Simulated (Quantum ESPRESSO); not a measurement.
Crystal: CuO.

```
Cu O
1.0
     2.55255    0.00000    0.00000
     0.00000    2.55255    0.00000
     0.00000    0.00000    2.55255
Cu O
1 1
Direct
  0.00000 0.00000 0.00000
  0.50000 0.50000 0.50000
```

Measurements of this composition are mostly on another form, of space group No. 15.

Base run:

| Quantity | Value |
| --- | --- |
| Program | Quantum ESPRESSO 7.5 |
| Functional | PBE |
| Potentials or basis | SSSP 1.3 efficiency PBE |
| Cutoff | 748 eV |
| Density cutoff | 5987 eV |
| k mesh | 10 × 10 × 10 |
| Occupations | fermi-dirac, width 0.05 eV |
| Spin | no spin polarisation |

Its results: band gap on the k mesh none (metal or under the smearing width); pressure 20.4 GPa.

Task: After a change of settings the same cell gave: band gap on the k mesh none (metal or under the smearing width); pressure 9.4 GPa. Which change was it?
A. functional from PBE to PBEsol; hubbard projectors from none to ortho-atomic
B. functional from PBE to PBEsol; hubbard terms from none to Cu d U = 8 eV; hubbard projectors from none to ortho-atomic
C. potentials or basis from SSSP 1.3 efficiency PBE to SG15 PBE 1.2; cutoff from 748 eV to 1197 eV; density cutoff from 5987 eV to 4789 eV; k mesh from 10 × 10 × 10 to 5 × 5 × 5; valence electrons from 17 to 25

Result: A.

Caveats: an odd number of electrons without spin polarisation forces a metal; a magnetic or distorted state may lie lower; the run has no spin polarisation, though such a crystal can be magnetic; semilocal functionals often make such compounds metallic where correlation or magnetic order opens a gap, which also shifts bond lengths; so large a pressure means that the cell lies far from this level's equilibrium, or that cutoff or potentials fall short (some runs); the potentials were made for another functional, which shifts forces and pressure (some runs).

Not every run made on this cell is shown here.
